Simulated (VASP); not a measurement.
# A VASP 6.6.1 single-point calculation on Ge

INCAR

```
IBRION = -1
EDIFF = 1E-7
NSW = 0
LASPH = .TRUE.
NBANDS = 21
ALGO = Damped
LCHARG = .FALSE.
LREAL = .FALSE.
LWAVE = .FALSE.
GGA = PE
SIGMA = 0.02
NELM = 120
ISMEAR = -1
ISIF = 2
ENCUT = 520
PREC = Normal
TIME = 0.2
```

KPOINTS

```
KPOINTS created by Atomic Simulation Environment
0
Gamma
8 8 8
0 0 0
```

POSCAR

```
Ge
 1.0000000000000000
     0.0000000000000000    2.7801360418000001    2.7801360418000001
     2.7801360418000001    0.0000000000000000    2.7801360418000001
     2.7801360418000001    2.7801360418000001    0.0000000000000000
 Ge
   2
Cartesian
  0.0000000000000000  0.0000000000000000  0.0000000000000000
  1.3900680208999998  1.3900680208999998  1.3900680208999998
```

The recommended PBE PAW datasets give the neutral cell 28 valence electrons.

Command

```
mpirun -np 1 vasp_std
```

OSZICAR

```
N       E                     dE             d eps       ncg     rms           ort
DAV:   1     0.248754468197E+03    0.24875E+03   -0.12797E+04   609   0.407E+03
DAV:   2     0.633586346149E+02   -0.18540E+03   -0.18000E+03   609   0.637E+02
DAV:   3     0.617595170059E+01   -0.57183E+02   -0.55315E+02   609   0.212E+02
DAV:   4    -0.647985377258E+01   -0.12656E+02   -0.12413E+02   609   0.117E+02
DAV:   5    -0.886672480011E+01   -0.23869E+01   -0.23615E+01   609   0.477E+01
SDA:   6    -0.875259522679E+01    0.11413E+00   -0.75489E-01   609   0.377E+00   0.000E+00
DMP:   7    -0.881771629233E+01   -0.65121E-01   -0.69366E-01   609   0.205E+00   0.274E+00
DMP:   8    -0.887228854222E+01   -0.54572E-01   -0.36218E-01   609   0.786E-01   0.197E+00
DMP:   9    -0.889883666001E+01   -0.26548E-01   -0.14256E-01   609   0.291E-01   0.813E-01
DMP:  10    -0.890868432333E+01   -0.98477E-02   -0.51668E-02   609   0.134E-01   0.239E-01
...
DMP:  20    -0.891724924735E+01   -0.17575E-04   -0.12788E-04   609   0.330E-04   0.596E-04
DMP:  21    -0.891725892542E+01   -0.96781E-05   -0.69942E-05   609   0.176E-04   0.335E-04
DMP:  22    -0.891726428248E+01   -0.53571E-05   -0.38130E-05   609   0.934E-05   0.187E-04
DMP:  23    -0.891726718019E+01   -0.28977E-05   -0.19273E-05   609   0.460E-05   0.970E-05
DMP:  24    -0.891726861433E+01   -0.14341E-05   -0.92798E-06   609   0.234E-05   0.442E-05
DMP:  25    -0.891726930065E+01   -0.68632E-06   -0.47622E-06   609   0.134E-05   0.201E-05
DMP:  26    -0.891726965828E+01   -0.35763E-06   -0.25474E-06   609   0.735E-06   0.104E-05
DMP:  27    -0.891726984969E+01   -0.19141E-06   -0.12859E-06   609   0.367E-06   0.532E-06
DMP:  28    -0.891726994761E+01   -0.97915E-07   -0.62288E-07   609   0.184E-06   0.245E-06
   1 F= -.89172699E+01 E0= -.89172695E+01  d E =-.856970E-06
```

Standard output (part)

```
POSCAR found type information on POSCAR Ge
 POSCAR found :  1 types and       2 ions
 LDA part: xc-table for (Slater+PW92), standard interpolation
 POSCAR, INCAR and KPOINTS ok, starting setup
 WAVECAR not read
 entering main loop
 final diagonalization occupied
```

From OUTCAR

```
k-points           NKPTS =     29   k-points in BZ     NKDIM =     29   number of bands    NBANDS=     21

   NELECT =      28.0000    total number of electrons

   dimension x,y,z NGX =    24 NGY =   24 NGZ =   24
   dimension x,y,z NGXF=    48 NGYF=   48 NGZF=   48

  energy-cutoff  :      520.00
  volume of cell :       42.98
      direct lattice vectors                 reciprocal lattice vectors
     0.000000000  2.780136042  2.780136042    -0.179847314  0.179847314  0.179847314
     2.780136042  0.000000000  2.780136042     0.179847314 -0.179847314  0.179847314
     2.780136042  2.780136042  0.000000000     0.179847314  0.179847314 -0.179847314

 k-points in reciprocal lattice and weights: KPOINTS created by Atomic Simulation Env
   0.00000000  0.00000000  0.00000000       0.002
   0.12500000  0.00000000  0.00000000       0.016
   0.25000000  0.00000000  0.00000000       0.016
   0.37500000  0.00000000  0.00000000       0.016
   0.50000000  0.00000000  0.00000000       0.008
   0.12500000  0.12500000  0.00000000       0.012
   0.25000000  0.12500000  0.00000000       0.047
   0.37500000  0.12500000  0.00000000       0.047
   ...

 E-fermi :   5.6901

 k-point     1 :       0.0000    0.0000    0.0000
  band No.  band energies     occupation
      1     -19.3792      2.00000
      2     -19.3792      2.00000
      3     -19.3792      2.00000
      4     -19.3388      2.00000
      5     -19.3388      2.00000
      6     -19.0984      2.00000
      7     -19.0984      2.00000
      8     -19.0984      2.00000
      9     -19.0795      2.00000
     10     -19.0795      2.00000
     11      -7.6647      2.00000
     12       5.5183      1.99963
     13       5.5183      1.99962
     14       5.5183      1.99962
     15       6.0400      0.00000
     16       8.0914      0.00000
     17       8.0914      0.00000
     18       8.0916      0.00000
     19      12.2609      0.00000
     20      15.3846      0.00000
     21      15.9961      0.00000

 k-point     2 :       0.1250    0.0000    0.0000
  band No.  band energies     occupation
      1     -19.3886      2.00000
      2     -19.3886      2.00000
      3     -19.3764      2.00000
      4     -19.3256      2.00000
      5     -19.3256      2.00000
      6     -19.1108      2.00000
      7     -19.1108      2.00000
      8     -19.1018      2.00000
      9     -19.0691      2.00000
     10     -19.0691      2.00000
     11      -7.4647      2.00000
     12       3.2204      2.00000
     13       5.1583      2.00000
     14       5.1584      2.00000
     15       6.8046      0.00000
     16       8.5688      0.00000
     17       8.5688      0.00000
     18       9.1879      0.00000
     19      13.0352      0.00000
     20      14.2331      0.00000
     21      14.4550      0.00000

 ...

  Total        2.1375640      2.1375640      2.1375640      0.0000000      0.0000000     -0.0000000
  in kB       79.6895843     79.6895843     79.6895843      0.0000000      0.0000000     -0.0000000
  external PRESSURE =      79.6895843 kB  Pullay stress =       0.0000000 kB

 POSITION                                       TOTAL-FORCE (eV/Angst)
 -----------------------------------------------------------------------------------
      0.00000      0.00000      0.00000         0.000000      0.000000      0.000000
      1.39007      1.39007      1.39007        -0.000000     -0.000000     -0.000000
 -----------------------------------------------------------------------------------
    total drift:                               -0.000000      0.000000      0.000000

  FREE ENERGIE OF THE ION-ELECTRON SYSTEM (eV)
  ---------------------------------------------------
  free  energy   TOTEN  =        -8.9172699476 eV

  energy  without entropy=       -8.9172690906  energy(sigma->0) =       -8.91726952
```

It converged. Results: gap between bands v and c on the k mesh 0.35 eV; least direct gap on the k mesh 0.52 eV; pressure 8.0 GPa. Band v is the last that the valence electrons fill when counted band by band, and c is the next.

For comparison, a separate PBE run of the intended cell, on usual settings and not on those above, gives a gap of 0.35 eV on its mesh and a pressure of 8.0 GPa.

The run above took about 18 s on one core of a shared host (Intel Xeon Platinum 8488C) and held 0.16 GiB at most.
